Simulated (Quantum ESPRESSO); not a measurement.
**WS2 (Tungstenite): equation of state with LDA**

Crystal: WS2 (Tungstenite).

```xyz
6
Lattice="3.1800 0.0000 0.0000 -1.5900 2.7540 0.0000 0.0000 0.0000 12.5000" Properties=species:S:1:pos:R:3 pbc="T T T"
W     1.5900    0.9180    9.3750
W     0.0000    1.8360    3.1250
S     1.5900    0.9180    4.6875
S     0.0000    1.8360   10.9375
S     1.5900    0.9180    1.5625
S     0.0000    1.8360    7.8125
```

```yaml
Program: Quantum ESPRESSO 7.5
Task: equation of state
Functional: LDA
Potentials_or_basis: GBRV 1.5 LDA
Cutoff: 762 eV
Density_cutoff: 6095 eV
k_mesh: 10 × 10 × 3
Occupations: fermi-dirac, width 0.05 eV
Spin: no spin polarisation
```

```
Equilibrium volume                        : 17.66 Å³/atom
Bulk modulus at fixed shape and positions : 175 GPa
Pressure derivative of the bulk modulus   : 4.4
```

Energy against volume, from the lowest point:
| volume (Å³/atom) | energy (meV/atom) |
| --- | --- |
| 17.150 | 7.81 |
| 17.515 | 0.00 |
| 17.880 | 0.77 |
| 18.245 | 9.25 |
| 18.610 | 24.61 |
| 18.975 | 46.13 |
| 19.340 | 73.18 |

All runs of the series together: 5.2 min on 2 threads of AMD EPYC 9R45 96-Core Processor (Zen 5), with other jobs on the host.

Caveat: the cell was scaled at fixed shape and fractional positions, which overstates the stiffness of a crystal with free parameters, most of all of layers and chains. The run has no spin-orbit coupling, so splittings on W are missing.
